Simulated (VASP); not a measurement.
# BeTe: the band gap, functional by functional, part 2 of 3

How does the band gap of BeTe depend on the functional? The starting structure is a computed structure from the Materials Project. Cell and atoms stay as given. Meshes and data sets differ where the inputs say so.

VASP 6.6.1.

Results so far: LDA 1.905 eV; PBE 2.012 eV; r2SCAN 2.374 eV; TB-mBJ 2.716 eV.

### 6. Bands with LDA + spin-orbit coupling

Level of this step: LDA, spin-orbit coupling; plane waves and PAW (Te, Be) (VASP).

Spin-orbit coupling is switched on in this step.

The input, INCAR:

```
SYSTEM = BeTe
PREC = Accurate
ENCUT = 350
EDIFF = 1E-06
NELM = 100
ISMEAR = 0
SIGMA = 0.03
LREAL = .FALSE.
ALGO = Normal
GGA = CA
LNONCOLLINEAR = .TRUE.
MAGMOM = 0 0 0 0 0 0
NBANDS = 20
GGA_COMPAT = .FALSE.
LASPH = .TRUE.
LSORBIT = .TRUE.
LORBIT = 11
LWAVE = .FALSE.
LCHARG = .FALSE.
KPAR = 4
```

The input, POSCAR:

```
BeTe
1.0
    0.0000000000      2.8314587876      2.8314587876
    2.8314587876      0.0000000000      2.8314587876
    2.8314587876      2.8314587876      0.0000000000
Te Be
1 1
Direct
    0.2500000000      0.2500000000      0.2500000000
    0.0000000000      0.0000000000      0.0000000000
```

The input, KPOINTS:

```
Automatic mesh
0
Gamma
6 6 6
0 0 0
```

The input, KPOINTS_OPT:

```
Line mode
10
Line-mode
Reciprocal
  0.00000000   0.00000000   0.00000000 GAMMA
  0.50000000   0.00000000   0.50000000 X

  0.50000000   0.00000000   0.50000000 X
  0.50000000   0.25000000   0.75000000 W

  0.50000000   0.25000000   0.75000000 W
  0.37500000   0.37500000   0.75000000 K

  0.37500000   0.37500000   0.75000000 K
  0.00000000   0.00000000   0.00000000 GAMMA

  0.00000000   0.00000000   0.00000000 GAMMA
  0.50000000   0.50000000   0.50000000 L

  0.50000000   0.50000000   0.50000000 L
  0.62500000   0.25000000   0.62500000 U

  0.62500000   0.25000000   0.62500000 U
  0.50000000   0.25000000   0.75000000 W

  0.50000000   0.25000000   0.75000000 W
  0.50000000   0.50000000   0.50000000 L

  0.50000000   0.50000000   0.50000000 L
  0.37500000   0.37500000   0.75000000 K

  0.62500000   0.25000000   0.62500000 U
  0.50000000   0.00000000   0.50000000 X
```

The projector-augmented-wave data sets are Te and Be (LDA family, release 64).

Launch:

```sh
$ mpirun -np 4 vasp_ncl
```

The log of the run:

```text
[... set-up lines as in an earlier step ...]
 entering main loop
       N       E                     dE             d eps       ncg     rms          rms(c)
DAV:   1     0.168786761912E+02    0.16879E+02   -0.22461E+03   880   0.474E+02
DAV:   2    -0.753420480459E+01   -0.24413E+02   -0.22747E+02  1204   0.937E+01
DAV:   3    -0.892918843026E+01   -0.13950E+01   -0.13834E+01  1116   0.222E+01
DAV:   4    -0.895243148789E+01   -0.23243E-01   -0.23240E-01  1168   0.326E+00
[...]
DAV:  10    -0.878607499846E+01   -0.26697E-04   -0.71321E-05   996   0.580E-02    0.145E-02
DAV:  11    -0.878607621767E+01   -0.12192E-05   -0.79002E-06  1048   0.172E-02    0.575E-03
DAV:  12    -0.878607609472E+01    0.12295E-06   -0.28498E-07   748   0.367E-03
   1 F= -.87860761E+01 E0= -.87860761E+01  d E =-.102334E-10  mag=    -0.0000    -0.0000    -0.0000
 Start KPOINTS_OPT (optional k-point list driver)
k-point batch [1-22\100]
       N       E                     dE             ncg
DAV:   1     0.535785306545E+03   -0.33037E+04      880
DAV:   2     0.155342451882E+02   -0.52025E+03     1188
DAV:   3    -0.124870225718E+02   -0.28021E+02     1136
DAV:   4    -0.129604406806E+02   -0.47342E+00     1212
DAV:   5    -0.129663707604E+02   -0.59301E-02     1076
DAV:   6    -0.129666172071E+02   -0.24645E-03     1244
DAV:   7    -0.129666235477E+02   -0.63406E-05      964
DAV:   8    -0.129666238537E+02   -0.30591E-06      824
[...]
k-point batch [89-100\100]
       N       E                     dE             ncg
DAV:   1     0.225736732815E+04   -0.25200E+04      480
DAV:   2     0.197051438136E+04   -0.28685E+03      648
DAV:   3     0.195570140072E+04   -0.14813E+02      656
DAV:   4     0.195544736342E+04   -0.25404E+00      660
DAV:   5     0.195544506070E+04   -0.23027E-02      636
DAV:   6     0.195544496508E+04   -0.95623E-04      672
DAV:   7     0.195544496359E+04   -0.14907E-05      564
DAV:   8     0.195544496351E+04   -0.77896E-07      440
```

Wall time 62 s (4 MPI ranks of AMD EPYC 7R43, shared host); peak memory 0.65 GiB; 4 min of CPU time.

OUTCAR, selected parts (step 6):

```text
  Total       -0.8470929     -0.8470929     -0.8470929     -0.0000000     -0.0000000     -0.0000000
  in kB      -29.8937846    -29.8937846    -29.8937846     -0.0000000     -0.0000000     -0.0000000
  external PRESSURE =     -29.8937846 kB  Pullay stress =       0.0000000 kB

 POSITION                                       TOTAL-FORCE (eV/Angst)
 -----------------------------------------------------------------------------------
      1.41573      1.41573      1.41573         0.000000      0.000000      0.000000
      0.00000      0.00000      0.00000        -0.000000     -0.000000     -0.000000
 -----------------------------------------------------------------------------------
    total drift:                                0.000000      0.000000      0.000000

  FREE ENERGIE OF THE ION-ELECTRON SYSTEM (eV)
  ---------------------------------------------------
  free  energy   TOTEN  =        -8.7860760947 eV

  energy  without entropy=       -8.7860760947  energy(sigma->0) =       -8.78607609

 magnetization (x)
# of ion       s       p       d       tot
------------------------------------------
    1       -0.000   0.000   0.000   0.000
    2       -0.000   0.000   0.000  -0.000
--------------------------------------------------
tot         -0.000   0.000   0.000  -0.000

 magnetization (y)
# of ion       s       p       d       tot
------------------------------------------
    1        0.000   0.000   0.000   0.000
    2       -0.000   0.000   0.000  -0.000
--------------------------------------------------
tot         -0.000   0.000   0.000  -0.000

 magnetization (z)
# of ion       s       p       d       tot
------------------------------------------
    1       -0.000   0.000   0.000   0.000
    2        0.000   0.000   0.000   0.000
--------------------------------------------------
tot          0.000   0.000   0.000   0.000

[... 1 part as in an earlier step ...]

[... 2 further parts left out ...]
[key lines of the parts left out:]
E-fermi :   5.1809
```

LDA + spin-orbit coupling gives a least gap of 1.607 eV, and a least direct gap of 3.267 eV. The least gap is -0.298 eV from that of LDA.

### 7. Bands with r2SCAN + spin-orbit coupling

INCAR, as its differences from that of step 6:

```diff
@@ -9,3 +9,4 @@
 ALGO = Normal
-GGA = CA
+METAGGA = R2SCAN
+LASPH = .TRUE.
 LNONCOLLINEAR = .TRUE.
@@ -14,3 +15,2 @@
 GGA_COMPAT = .FALSE.
-LASPH = .TRUE.
 LSORBIT = .TRUE.
```

POSCAR is that of step 6.

KPOINTS is that of step 6.

KPOINTS_OPT is that of step 6.

Potentials, in the order of the species: Te and Be (PBE family, release 64).

Launch:

```sh
$ mpirun -np 4 vasp_ncl
```

The log of the run:

```text
[... set-up lines as in an earlier step ...]
 entering main loop
       N       E                     dE             d eps       ncg     rms          rms(c)
DAV:   1    -0.545387309248E+01   -0.54539E+01   -0.23144E+03   880   0.487E+02
DAV:   2    -0.304630390783E+02   -0.25009E+02   -0.23265E+02  1172   0.996E+01
DAV:   3    -0.318422740448E+02   -0.13792E+01   -0.13683E+01  1180   0.240E+01
DAV:   4    -0.318608288661E+02   -0.18555E-01   -0.18551E-01  1124   0.320E+00
[...]
DAV:  11    -0.307575363871E+02   -0.11641E-04   -0.24746E-05  1024   0.385E-02    0.190E-02
DAV:  12    -0.307575384234E+02   -0.20363E-05   -0.55442E-06  1044   0.185E-02    0.209E-02
DAV:  13    -0.307575385804E+02   -0.15697E-06   -0.13368E-07   672   0.320E-03
   1 F= -.30757539E+02 E0= -.30757539E+02  d E =-.274314E-18  mag=     0.0000     0.0000     0.0000
 Start KPOINTS_OPT (optional k-point list driver)
k-point batch [1-22\100]
       N       E                     dE             ncg
DAV:   1     0.525500859712E+03   -0.33140E+04      880
DAV:   2    -0.160205264124E+02   -0.54152E+03     1152
DAV:   3    -0.435564879451E+02   -0.27536E+02     1172
DAV:   4    -0.439707075471E+02   -0.41422E+00     1188
DAV:   5    -0.439775989367E+02   -0.68914E-02     1116
DAV:   6    -0.439778865946E+02   -0.28766E-03     1268
DAV:   7    -0.439778940718E+02   -0.74772E-05      984
DAV:   8    -0.439778944231E+02   -0.35127E-06      888
[...]
k-point batch [89-100\100]
       N       E                     dE             ncg
DAV:   1     0.224911907408E+04   -0.25282E+04      480
DAV:   2     0.195153279307E+04   -0.29759E+03      640
DAV:   3     0.193704258796E+04   -0.14490E+02      692
DAV:   4     0.193682349550E+04   -0.21909E+00      636
DAV:   5     0.193682051565E+04   -0.29799E-02      640
DAV:   6     0.193682039475E+04   -0.12090E-03      688
DAV:   7     0.193682039249E+04   -0.22554E-05      600
DAV:   8     0.193682039239E+04   -0.10831E-06      456
```

Run time: 5.1 min. Hardware: 4 MPI ranks; peak memory 0.76 GiB; 20 min of CPU time.

From OUTCAR (step 7):

```text
  Total        0.0197303      0.0197303      0.0197303     -0.0000000      0.0000000     -0.0000000
  in kB        0.6962809      0.6962809      0.6962809     -0.0000000      0.0000000     -0.0000000
  external PRESSURE =       0.6962809 kB  Pullay stress =       0.0000000 kB

  FREE ENERGIE OF THE ION-ELECTRON SYSTEM (eV)
  ---------------------------------------------------
  free  energy   TOTEN  =       -30.7575385804 eV

  energy  without entropy=      -30.7575385804  energy(sigma->0) =      -30.75753858

 magnetization (x)
# of ion       s       p       d       tot
------------------------------------------
    1       -0.000  -0.000  -0.000  -0.000
    2       -0.000   0.000   0.000  -0.000
--------------------------------------------------
tot         -0.000   0.000  -0.000  -0.000

 magnetization (y)
# of ion       s       p       d       tot
------------------------------------------
    1        0.000   0.000  -0.000   0.000
    2        0.000   0.000   0.000   0.000
--------------------------------------------------
tot          0.000   0.000  -0.000   0.000

 magnetization (z)
# of ion       s       p       d       tot
------------------------------------------
    1        0.000  -0.000   0.000  -0.000
    2       -0.000   0.000   0.000  -0.000
--------------------------------------------------
tot         -0.000  -0.000   0.000  -0.000

[... 3 parts as in an earlier step ...]

[... 1 further part left out ...]
[key lines of the parts left out:]
E-fermi :   5.2191
```

r2SCAN + spin-orbit coupling gives a least gap of 2.084 eV, and a least direct gap of 3.717 eV. The least gap is -0.290 eV from that of r2SCAN.

### 8. Bands with TB-mBJ + spin-orbit coupling

INCAR, as its differences from that of step 7:

```diff
@@ -4,3 +4,3 @@
 EDIFF = 1E-06
-NELM = 100
+NELM = 150
 ISMEAR = 0
@@ -9,3 +9,3 @@
 ALGO = Normal
-METAGGA = R2SCAN
+METAGGA = MBJ
 LASPH = .TRUE.
```

POSCAR is that of step 7.

KPOINTS is that of step 7.

KPOINTS_OPT is that of step 7.

Launch:

```sh
$ mpirun -np 4 vasp_ncl
```

The log of the run:

```text
[... set-up lines as in an earlier step ...]
 entering main loop
       N       E                     dE             d eps       ncg     rms          rms(c)
DAV:   1     0.347599669633E+03    0.34760E+03   -0.22576E+03   880   0.477E+02
DAV:   2     0.324199839550E+03   -0.23400E+02   -0.21678E+02  1188   0.943E+01
DAV:   3     0.322956293010E+03   -0.12435E+01   -0.12338E+01  1132   0.216E+01
DAV:   4     0.322941536093E+03   -0.14757E-01   -0.14753E-01  1096   0.265E+00
[...]
DAV:  22     0.324661534575E+03   -0.31433E-04   -0.62045E-09   524   0.679E-04    0.159E-04
DAV:  23     0.324661521469E+03   -0.13106E-04   -0.19544E-09   516   0.381E-04    0.226E-04
DAV:  24     0.324661521995E+03    0.52598E-06   -0.58488E-10   520   0.193E-04
   1 F= 0.32466152E+03 E0= 0.32466152E+03  d E =-.279985E-16  mag=    -0.0000    -0.0000    -0.0000
 Start KPOINTS_OPT (optional k-point list driver)
k-point batch [1-22\100]
       N       E                     dE             ncg
DAV:   1     0.547608606150E+03   -0.32919E+04      880
DAV:   2     0.151857010859E+02   -0.53242E+03     1156
DAV:   3    -0.117014770636E+02   -0.26887E+02     1164
DAV:   4    -0.120547346137E+02   -0.35326E+00     1128
DAV:   5    -0.120624948772E+02   -0.77603E-02     1076
DAV:   6    -0.120627521917E+02   -0.25731E-03     1160
DAV:   7    -0.120627618695E+02   -0.96778E-05     1068
DAV:   8    -0.120627621844E+02   -0.31491E-06      836
[...]
k-point batch [89-100\100]
       N       E                     dE             ncg
DAV:   1     0.226339239948E+04   -0.25139E+04      480
DAV:   2     0.197159676159E+04   -0.29180E+03      648
DAV:   3     0.195751276619E+04   -0.14084E+02      672
DAV:   4     0.195732592675E+04   -0.18684E+00      576
DAV:   5     0.195732196665E+04   -0.39601E-02      636
DAV:   6     0.195732184550E+04   -0.12115E-03      596
DAV:   7     0.195732184113E+04   -0.43701E-05      624
DAV:   8     0.195732184100E+04   -0.13001E-06      464
```

Run time: 2.4 min. Hardware: 4 MPI ranks; peak memory 0.81 GiB; 9.5 min of CPU time.

OUTCAR, selected parts (step 8):

```text
  Total       16.7539426     16.7539426     16.7539426      0.0000000     -0.0000000     -0.0000000
  in kB      591.2441744    591.2441744    591.2441744      0.0000000     -0.0000000     -0.0000000
  external PRESSURE =     591.2441744 kB  Pullay stress =       0.0000000 kB

  FREE ENERGIE OF THE ION-ELECTRON SYSTEM (eV)
  ---------------------------------------------------
  free  energy   TOTEN  =       324.6615219953 eV

  energy  without entropy=      324.6615219953  energy(sigma->0) =      324.66152200

 magnetization (x)
# of ion       s       p       d       tot
------------------------------------------
    1        0.000  -0.000  -0.000  -0.000
    2        0.000   0.000   0.000   0.000
--------------------------------------------------
tot          0.000   0.000  -0.000   0.000

 magnetization (y)
# of ion       s       p       d       tot
------------------------------------------
    1       -0.000   0.000   0.000   0.000
    2        0.000   0.000   0.000   0.000
--------------------------------------------------
tot         -0.000   0.000   0.000   0.000

 magnetization (z)
# of ion       s       p       d       tot
------------------------------------------
    1        0.000  -0.000   0.000  -0.000
    2        0.000   0.000   0.000   0.000
--------------------------------------------------
tot          0.000   0.000   0.000   0.000

[... 3 parts as in an earlier step ...]

[... 1 further part left out ...]
[key lines of the parts left out:]
E-fermi :   5.0518
```

TB-mBJ + spin-orbit coupling gives a least gap of 2.431 eV, and a least direct gap of 3.896 eV. The least gap is -0.285 eV from that of TB-mBJ.

### 9. Bands with HSE06

HSE06 mixes in a quarter of exact exchange at short range, at far higher cost; in semiconductors this cures much of the gap error, while metals seldom gain. This run uses a 5×5×5 mesh. Its starting orbitals come from a semilocal run on the same mesh, not shown.

The input, INCAR:

```
SYSTEM = BeTe
PREC = Accurate
ENCUT = 350
EDIFF = 1E-06
NELM = 100
ISMEAR = 0
SIGMA = 0.03
LREAL = .FALSE.
ALGO = Normal
LHFCALC = .TRUE.
AEXX = 0.25
GGA = PE
HFSCREEN = 0.2
LASPH = .TRUE.
NBANDS = 10
PRECFOCK = Fast
LORBIT = 11
LWAVE = .FALSE.
LCHARG = .FALSE.
KPAR = 4
```

POSCAR is that of step 8.

The input, KPOINTS:

```
Automatic mesh
0
Gamma
5 5 5
0 0 0
```

KPOINTS_OPT is that of step 8.

Launch:

```sh
$ mpirun -np 4 vasp_std
```

The log of the run:

```text
[banner, memory and clock lines left out]
running    4 mpi-ranks, on    1 nodes
[...]
LDA part: xc-table for (Slater+PW92), standard interpolation
 found WAVECAR, reading the header
 POSCAR, INCAR and KPOINTS ok, starting setup
[...]
reading WAVECAR
 the WAVECAR file was read successfully
 initial charge from wavefunction
 entering main loop
       N       E                     dE             d eps       ncg     rms          rms(c)
DAV:   1    -0.875008467585E+01   -0.87501E+01   -0.12887E+00   208   0.764E+00    0.107E+01
DAV:   2    -0.875583704904E+01   -0.57524E-02   -0.15502E-02   220   0.101E+00    0.687E+00
DAV:   3    -0.875533058486E+01    0.50646E-03   -0.51759E-04   246   0.153E-01    0.416E+00
DAV:   4    -0.875515089256E+01    0.17969E-03   -0.99904E-05   220   0.621E-02    0.247E+00
DAV:   5    -0.875510064240E+01    0.50250E-04   -0.31933E-05   268   0.347E-02    0.146E+00
DAV:   6    -0.875509021005E+01    0.10432E-04   -0.10494E-05   254   0.201E-02    0.869E-01
DAV:   7    -0.875509003601E+01    0.17404E-06   -0.38338E-06   262   0.125E-02
   1 F= -.87550900E+01 E0= -.87550900E+01  d E =-.206061E-21
 Start KPOINTS_OPT (optional k-point list driver)
k-point batch [1-10\100]
       N       E                     dE             ncg
DAV:   1     0.251251821883E+03   -0.70625E+03      200
DAV:   2     0.194066930085E+01   -0.24931E+03      252
DAV:   3    -0.163353004552E+02   -0.18276E+02      296
DAV:   4    -0.165186831881E+02   -0.18338E+00      262
DAV:   5    -0.165210399087E+02   -0.23567E-02      264
DAV:   6    -0.165210685117E+02   -0.28603E-04      262
DAV:   7    -0.165210693841E+02   -0.87237E-06      280
[...]
k-point batch [91-100\100]
       N       E                     dE             ncg
DAV:   1     0.113889404650E+03   -0.23798E+04      200
DAV:   2    -0.887740270105E+02   -0.20266E+03      240
DAV:   3    -0.101559402164E+03   -0.12785E+02      318
DAV:   4    -0.101710055285E+03   -0.15065E+00      286
DAV:   5    -0.101712322088E+03   -0.22668E-02      294
DAV:   6    -0.101712408744E+03   -0.86655E-04      302
DAV:   7    -0.101712409537E+03   -0.79384E-06      304
```

It took 7.9 min on 4 MPI ranks; peak memory 0.87 GiB.

From OUTCAR (step 9):

```text
 POSITION                                       TOTAL-FORCE (eV/Angst)
 -----------------------------------------------------------------------------------
      1.41573      1.41573      1.41573         0.000000      0.000000      0.000000
      0.00000      0.00000      0.00000        -0.000000     -0.000000     -0.000000
 -----------------------------------------------------------------------------------
    total drift:                               -0.000001      0.000001     -0.000002

  FREE ENERGIE OF THE ION-ELECTRON SYSTEM (eV)
  ---------------------------------------------------
  free  energy   TOTEN  =        -8.7550900360 eV

  energy  without entropy=       -8.7550900360  energy(sigma->0) =       -8.75509004

[... 1 part as in an earlier step ...]

[... 2 further parts left out ...]
[key lines of the parts left out:]
E-fermi :   4.6190
```

The log as kept lacks single lines of electronic cycles.

HSE06 gives a least gap of 2.700 eV, and a least direct gap of 4.493 eV. The least gap is +0.795 eV from that of LDA, on another mesh, which alone can move a gap by some hundredths of an eV.

(Continued in part 3 of 3.)

[Lines on the potential files, build, host, timing and source positions are cut from VASP's logs without a mark.]

[Logs are printed without paths, hosts, clocks, repeated set-up lines and the standing remarks that a program may print on its own settings, such as how far it seeks lower states.]

[Hosts, paths, dates, database ids (printed as entryN), source tags and the programs' standing remarks are cut or masked in the printed files.]
